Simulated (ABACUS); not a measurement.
# Si2Ni (Fm-3m) in ABACUS: reference runs

Aim: a first look at Si2Ni with PBEsol, on the cell as given and on a disturbed one.

Everything below comes from runs of ABACUS 3.10.1. Logs are shortened: lines on timing, memory, paths and dates and some standing lists are left out, and cuts for length are marked.

## (1) The structure

Symmetry: Fm-3m, No. 225, cubic system. Conventional cell: a = 5.406 Å, b = 5.406 Å, c = 5.406 Å, α = 90.00°, β = 90.00°, γ = 90.00°. Around Ni (site symmetry m-3m) lie 8 Si at 2.34 Å. Around Si (site symmetry -43m) lie 4 Ni at 2.34 Å.

## (2) Single point, PBEsol, collinear spin, ferromagnetic start

Contents of INPUT:

```
INPUT_PARAMETERS
suffix              Si2Ni
calculation         scf
basis_type          pw
pseudo_dir          ./
symmetry            1
dft_functional      pbesol
ecutwfc             98
pseudo_rcut         7
nspin               2
nbands              18
ks_solver           dav
smearing_method     fd
smearing_sigma      0.00367493
scf_thr             1e-08
scf_nmax            100
mixing_type         broyden
mixing_beta         0.4
cal_force           1
cal_stress          1
kpar                4
```

Contents of STRU:

```
ATOMIC_SPECIES
Ni 58.6934 Ni.upf
Si 28.0850 Si.upf

LATTICE_CONSTANT
1.8897261246

LATTICE_VECTORS
0.0000000000 2.7030000000 2.7030000000
2.7030000000 0.0000000000 2.7030000000
2.7030000000 2.7030000000 0.0000000000

ATOMIC_POSITIONS
Direct

Ni
0.0
1
0.0000000000 0.0000000000 0.0000000000 1 1 1 mag 1

Si
0.0
2
0.7500000000 0.7500000000 0.7500000000 1 1 1 mag 0
0.2500000000 0.2500000000 0.2500000000 1 1 1 mag 0
```

Contents of KPT:

```
K_POINTS
0
Gamma
9 9 9 0 0 0
```

Potentials or basis: PseudoDojo NC SR 0.4.1 PBEsol standard, plane waves.

Command:

```bash
OMP_NUM_THREADS=1 mpirun -np 4 abacus > log
```

running log:

```text
ABACUS v3.10.1

               Atomic-orbital Based Ab-initio Computation at UStc

 ------------------------------------------------------------------------------------

 READING GENERAL INFORMATION
                           global_out_dir = OUT.Si2Ni/
                           global_in_card = INPUT
                               pseudo_dir = ./
                              orbital_dir =
                                    DSIZE = 4
                                    GSIZE = 1

 READING UNITCELL INFORMATION
                                    ntype = 2
                  lattice constant (Bohr) = 1.88973
              lattice constant (Angstrom) = 1

 READING ATOM TYPE 1
                               atom label = Ni
                      L=0, number of zeta = 1
                      L=1, number of zeta = 1
                      L=2, number of zeta = 1
             number of atom for this type = 1
               magnetization of element 1 = 1

 READING ATOM TYPE 2
                               atom label = Si
                      L=0, number of zeta = 1
                      L=1, number of zeta = 1
                      L=2, number of zeta = 1
             number of atom for this type = 2
               magnetization of element 2 = 0

                        TOTAL ATOM NUMBER = 3
DIRECT COORDINATES
    atom                   x                   y                   z     mag                  vx                  vy                  vz
taud_Ni1            0.0000000000        0.0000000000        0.0000000000  1.0000        0.0000000000        0.0000000000        0.0000000000
taud_Si1            0.7500000000        0.7500000000        0.7500000000  0.0000        0.0000000000        0.0000000000        0.0000000000
taud_Si2            0.2500000000        0.2500000000        0.2500000000  0.0000        0.0000000000        0.0000000000        0.0000000000

                          Volume (Bohr^3) = 266.541
                             Volume (A^3) = 39.4973

 Lattice vectors: (Cartesian coordinate: in unit of a_0)
                   +0              +2.703              +2.703
               +2.703                  +0              +2.703
               +2.703              +2.703                  +0
 Reciprocal vectors: (Cartesian coordinate: in unit of 2 pi/a_0)
             -0.18498            +0.18498            +0.18498
             +0.18498            -0.18498            +0.18498
             +0.18498            +0.18498            -0.18498
 The esolver type has been set to : ksdft_pw

                PAO radial cut off (Bohr) = 7

 Read in pseudopotential file is Ni.upf
                     pseudopotential type = NC
          exchange-correlation functional = PBESOL
                 nonlocal core correction = 1
                        valence electrons = 18
                                     lmax = 2
                           number of zeta = 4
                     number of projectors = 6
                           L of projector = 0
[... 5 lines left out ...]
                PAO radial cut off (Bohr) = 7

 Read in pseudopotential file is Si.upf
                     pseudopotential type = NC
          exchange-correlation functional = PBESOL
[... 167 lines left out ...]
 projector 1 L=0
 projector 2 L=0
 projector 3 L=1
 projector 4 L=1
 projector 5 L=2
 projector 6 L=2
 Si non-local projectors:
 projector 1 L=0
 projector 2 L=0
 projector 3 L=1
 projector 4 L=1
 projector 5 L=2
 projector 6 L=2
      TOTAL NUMBER OF NONLOCAL PROJECTORS = 54

 Init Non-Local PseudoPotential table :
 Init Non-Local-Pseudopotential done.

                                     npwx = 4395

 Make real space PAO into reciprocal space.
       max mesh points in Pseudopotential = 701
     dq(describe PAO in reciprocal space) = 0.01
                                    max q = 1192

 number of pseudo atomic orbitals for Ni is 4
WARNING: norm of atomic wavefunction # 3 of atomic type Ni is 0.999993, renormalized
WARNING: norm of atomic wavefunction # 4 of atomic type Ni is 0.997817, renormalized

 number of pseudo atomic orbitals for Si is 2
WARNING: norm of atomic wavefunction # 1 of atomic type Si is 0.999877, renormalized
WARNING: norm of atomic wavefunction # 2 of atomic type Si is 0.99628, renormalized

 -------------------------------------------
 SELF-CONSISTENT
 -------------------------------------------
                                 init_chg = atomic

 PW ALGORITHM --------------- ION=   1  ELEC=   1--------------------------------
          total magnetism (Bohr mag/cell) = 0.151905
       absolute magnetism (Bohr mag/cell) = 0.230105
                        nelec for spin up = 13.076
                      nelec for spin down = 12.924
[... 161 lines left out ...]
 Density error is 2.91005840974e-09
                          Error Threshold = 1.56959356149e-10
----------------------------------------------------------
     Energy           Rydberg                 eV
----------------------------------------------------------
 E_KohnSham     -352.3280082905      -4793.6684777416
 E_KS(sigma->0) -352.3277273002      -4793.6646546735
 E_Harris       -352.3284157365      -4793.6740213290
 E_band         -25.1700172076       -342.4556527816
 E_one_elec     -261.1359345287      -3552.9366621448
 E_Hartree      143.4526790143       1951.7738279597
 E_xc           -48.8507269026       -664.6482373169
 E_Ewald        -185.7934638931      -2527.8497601033
 E_entropy(-TS) -0.0005619804        -0.0076461363
 E_descf        0.0000000000         0.0000000000
 E_exx          0.0000000000         0.0000000000
 E_Fermi        0.9791696147         13.3222860688
----------------------------------------------------------

 charge density convergence is achieved
 final etot is -4793.6684777 eV
 EFERMI = 13.322286069 eV

 STATE ENERGY(eV) AND OCCUPATIONS    NSPIN == 2
SPIN UP :
 1/9 kpoint (Cartesian) = 0.0000 0.0000 0.0000 (4381 pws)
       1       -91.0533     0.00137174
       2       -51.5900     0.00137174
       3       -51.5900     0.00137174
       4       -51.5900     0.00137174
       5      -0.569389     0.00137174
       6        8.07476     0.00137174
[... 98 lines left out ...]
       5      -0.325234     0.00823045
       6        7.72742     0.00823045
[... 10 lines left out ...]
      17        17.4812    6.18217e-39
      18        17.4812    6.18217e-39

[... levels at 12 further k points ...]

------------------------------------------------------------------------------------------
 TOTAL-FORCE (eV/Angstrom)
------------------------------------------------------------------------------------------
                       Ni1         0.0000000000         0.0000000000         0.0000000000
                       Si1         0.0000000000         0.0000000000         0.0000000000
                       Si2         0.0000000000         0.0000000000         0.0000000000
------------------------------------------------------------------------------------------

----------------------------------------------------------------
 TOTAL-STRESS (KBAR)
----------------------------------------------------------------
        -9.3268177077         0.0000000000         0.0000000000
        -0.0000000000        -9.3268177077         0.0000000000
        -0.0000000000         0.0000000000        -9.3268177077
----------------------------------------------------------------
 TOTAL-PRESSURE: -9.326818 KBAR

 --------------------------------------------
 !FINAL_ETOT_IS -4793.6684777416003271 eV
 --------------------------------------------
```

Wall time 18 s (4 MPI ranks of Intel Xeon 6975P-C (Granite Rapids), shared host); peak memory 0.52 GiB.

What came out:

| Quantity | Value |
| --- | --- |
| Free energy | -4793.6685 eV |
| Pressure | -0.9 GPa |
| Band gap on the k mesh | none (metal or under the smearing width) |
| Net moment | 0.00 μB per cell |
| Absolute moment | 0.00 μB per cell |

## (3) Single point, PBEsol, collinear spin, ferromagnetic start (atoms moved at random, drawn with an rms of 0.05 Å)

INPUT is that of step 2.

Contents of STRU:

```
ATOMIC_SPECIES
Ni 58.6934 Ni.upf
Si 28.0850 Si.upf

LATTICE_CONSTANT
1.8897261246

LATTICE_VECTORS
0.0000000000 2.7030000000 2.7030000000
2.7030000000 0.0000000000 2.7030000000
2.7030000000 2.7030000000 0.0000000000

ATOMIC_POSITIONS
Direct

Ni
0.0
1
0.0049260000 0.0098940000 -0.0046020000 1 1 1 mag 1

Si
0.0
2
0.7533160000 0.7508790000 0.7664170000 1 1 1 mag 0
0.2446960000 0.2529610000 0.2551780000 1 1 1 mag 0
```

KPT is that of step 2.

Potentials or basis: PseudoDojo NC SR 0.4.1 PBEsol standard, plane waves.

Command:

```bash
OMP_NUM_THREADS=1 mpirun -np 4 abacus > log
```

running log:

```text
ABACUS v3.10.1

               Atomic-orbital Based Ab-initio Computation at UStc

 ------------------------------------------------------------------------------------

 READING GENERAL INFORMATION
                           global_out_dir = OUT.Si2Ni/
                           global_in_card = INPUT
                               pseudo_dir = ./
                              orbital_dir =
                                    DSIZE = 4
                                    GSIZE = 1

 READING UNITCELL INFORMATION
                                    ntype = 2
                  lattice constant (Bohr) = 1.88973
              lattice constant (Angstrom) = 1

 READING ATOM TYPE 1
                               atom label = Ni
                      L=0, number of zeta = 1
                      L=1, number of zeta = 1
                      L=2, number of zeta = 1
             number of atom for this type = 1
               magnetization of element 1 = 1

 READING ATOM TYPE 2
                               atom label = Si
                      L=0, number of zeta = 1
                      L=1, number of zeta = 1
                      L=2, number of zeta = 1
             number of atom for this type = 2
               magnetization of element 2 = 0

                        TOTAL ATOM NUMBER = 3
DIRECT COORDINATES
    atom                   x                   y                   z     mag                  vx                  vy                  vz
taud_Ni1            0.0049260000        0.0098940000        0.9953980000  1.0000        0.0000000000        0.0000000000        0.0000000000
taud_Si1            0.7533160000        0.7508790000        0.7664170000  0.0000        0.0000000000        0.0000000000        0.0000000000
taud_Si2            0.2446960000        0.2529610000        0.2551780000  0.0000        0.0000000000        0.0000000000        0.0000000000

                          Volume (Bohr^3) = 266.541
                             Volume (A^3) = 39.4973

 Lattice vectors: (Cartesian coordinate: in unit of a_0)
                   +0              +2.703              +2.703
               +2.703                  +0              +2.703
               +2.703              +2.703                  +0
 Reciprocal vectors: (Cartesian coordinate: in unit of 2 pi/a_0)
             -0.18498            +0.18498            +0.18498
             +0.18498            -0.18498            +0.18498
             +0.18498            +0.18498            -0.18498
 The esolver type has been set to : ksdft_pw

                PAO radial cut off (Bohr) = 7

 Read in pseudopotential file is Ni.upf
                     pseudopotential type = NC
          exchange-correlation functional = PBESOL
                 nonlocal core correction = 1
                        valence electrons = 18
                                     lmax = 2
                           number of zeta = 4
                     number of projectors = 6
                           L of projector = 0
[... 5 lines left out ...]
                PAO radial cut off (Bohr) = 7

 Read in pseudopotential file is Si.upf
                     pseudopotential type = NC
          exchange-correlation functional = PBESOL
                 nonlocal core correction = 1
                        valence electrons = 4
                                     lmax = 2
                           number of zeta = 2
                     number of projectors = 6
                           L of projector = 0
                           L of projector = 0
                           L of projector = 1
                           L of projector = 1
                           L of projector = 2
                           L of projector = 2
     initial pseudo atomic orbital number = 18
 The readin total magnetization is 1

 SETUP THE ELECTRONS NUMBER
            electron number of element Ni = 18
      total electron number of element Ni = 18
            electron number of element Si = 4
      total electron number of element Si = 8
            AUTOSET number of electrons:  = 26
                           occupied bands = 13
[... 88 lines left out ...]
       2  0.11111111  0.00000000  0.00000000  0.0027       1
       3  0.22222222  0.00000000  0.00000000  0.0027       2
       4  0.33333333  0.00000000  0.00000000  0.0027       3
       5  0.44444444  0.00000000  0.00000000  0.0027       4
       6  0.00000000  0.11111111  0.00000000  0.0027       9
[... 22 lines left out ...]
      29  0.44444444 -0.33333333  0.00000000  0.0027      32
      30 -0.33333333  0.33333333  0.00000000  0.0027      33
[... 335 further k points ...]

                               nkstot now = 365
[... K-POINTS DIRECT COORDINATES: 365 rows ...]

           k-point number in this process = 92
       minimum distributed K point number = 91
[... stars of the k points ...]
                             nks(nspin=2) = 184
                          nkstot(nspin=2) = 730

[... K-POINTS CARTESIAN COORDINATES: 184 rows ...]

[... K-POINTS DIRECT COORDINATES: 184 rows ...]

 SETUP PLANE WAVES FOR WAVE FUNCTIONS
     energy cutoff for wavefunc (unit:Ry) = 98
              fft grid for wave functions = [ 45, 45, 45 ]
                    number of plane waves = 5577
                         number of sticks = 421

 PARALLEL PW FOR WAVE FUNCTIONS
     PROC   COLUMNS(POT)             PW
        1            421           5577
 --------------- sum -------------------
        1            421           5577

 SETUP NONLOCAL PSEUDOPOTENTIALS IN PLANE WAVE BASIS
 Ni non-local projectors:
 projector 1 L=0
 projector 2 L=0
 projector 3 L=1
 projector 4 L=1
 projector 5 L=2
 projector 6 L=2
 Si non-local projectors:
 projector 1 L=0
 projector 2 L=0
 projector 3 L=1
 projector 4 L=1
 projector 5 L=2
 projector 6 L=2
      TOTAL NUMBER OF NONLOCAL PROJECTORS = 54

 Init Non-Local PseudoPotential table :
 Init Non-Local-Pseudopotential done.

                                     npwx = 4395

 Make real space PAO into reciprocal space.
       max mesh points in Pseudopotential = 701
     dq(describe PAO in reciprocal space) = 0.01
                                    max q = 1192

 number of pseudo atomic orbitals for Ni is 4
WARNING: norm of atomic wavefunction # 3 of atomic type Ni is 0.999993, renormalized
WARNING: norm of atomic wavefunction # 4 of atomic type Ni is 0.997817, renormalized

 number of pseudo atomic orbitals for Si is 2
WARNING: norm of atomic wavefunction # 1 of atomic type Si is 0.999877, renormalized
WARNING: norm of atomic wavefunction # 2 of atomic type Si is 0.99628, renormalized

 -------------------------------------------
 SELF-CONSISTENT
 -------------------------------------------
                                 init_chg = atomic

 PW ALGORITHM --------------- ION=   1  ELEC=   1--------------------------------
          total magnetism (Bohr mag/cell) = 0.153233
       absolute magnetism (Bohr mag/cell) = 0.229067
                        nelec for spin up = 13.0766
                      nelec for spin down = 12.9234
[... 161 lines left out ...]
 Density error is 1.44490396156e-09
                          Error Threshold = 5.27847601678e-11
----------------------------------------------------------
     Energy           Rydberg                 eV
----------------------------------------------------------
 E_KohnSham     -352.3264163375      -4793.6468181097
 E_KS(sigma->0) -352.3261337594      -4793.6429734376
 E_Harris       -352.3263117002      -4793.6453944475
 E_band         -25.1799361637       -342.5906071027
 E_one_elec     -261.1817081808      -3553.5594446316
 E_Hartree      143.4718132581       1952.0341627018
 E_xc           -48.8522151848       -664.6684864350
 E_Ewald        -185.7637410738      -2527.4453604007
 E_entropy(-TS) -0.0005651562        -0.0076893442
 E_descf        0.0000000000         0.0000000000
 E_exx          0.0000000000         0.0000000000
 E_Fermi        0.9780442176         13.3069742559
----------------------------------------------------------

 charge density convergence is achieved
 final etot is -4793.6468181 eV
 EFERMI = 13.306974256 eV

 STATE ENERGY(eV) AND OCCUPATIONS    NSPIN == 2
SPIN UP :
 1/92 kpoint (Cartesian) = 0.0000 0.0000 0.0000 (4381 pws)
       1       -91.0592     0.00137174
       2       -51.6176     0.00137174
       3       -51.5920     0.00137174
       4       -51.5789     0.00137174
       5      -0.573048     0.00137174
       6        8.03244     0.00137174
[... 98 lines left out ...]
       5      -0.389813     0.00274348
       6        7.69501     0.00274348
[... 10 lines left out ...]
      17        17.1532    1.07305e-36
      18        17.3676    1.47342e-38

[... levels at 178 further k points ...]

------------------------------------------------------------------------------------------
 TOTAL-FORCE (eV/Angstrom)
------------------------------------------------------------------------------------------
                       Ni1         0.1704876989         0.2407225710        -0.3381211075
                       Si1        -0.2075098228        -0.4028971891         0.0592399268
                       Si2         0.0370221239         0.1621746181         0.2788811807
------------------------------------------------------------------------------------------

----------------------------------------------------------------
 TOTAL-STRESS (KBAR)
----------------------------------------------------------------
        -7.3324890443         6.6484862162        14.4754462622
         6.6484862162        -6.5491365380         5.9908557202
        14.4754462622         5.9908557202        -8.0446570179
----------------------------------------------------------------
 TOTAL-PRESSURE: -7.308761 KBAR

 --------------------------------------------
 !FINAL_ETOT_IS -4793.6468181097116030 eV
 --------------------------------------------
```

Run time: 3 min. Hardware: 4 MPI ranks of Intel Xeon 6975P-C (Granite Rapids), shared host; peak memory 1.4 GiB.

Results:

- Free energy: -4793.6468 eV
- Pressure: -0.7 GPa
- Largest force: 0.457 eV/Å
- Band gap on the k mesh: none (metal or under the smearing width)
- Net moment: 0.00 μB per cell
- Absolute moment: 0.00 μB per cell

Forces on the atoms (eV/Å):
```
Ni   0.170  0.241 -0.338
Si  -0.208 -0.403  0.059
Si   0.037  0.162  0.279
```

Stress tensor (GPa, compression positive):
```
-0.73  0.66  1.45
 0.66 -0.65  0.60
 1.45  0.60 -0.80
```
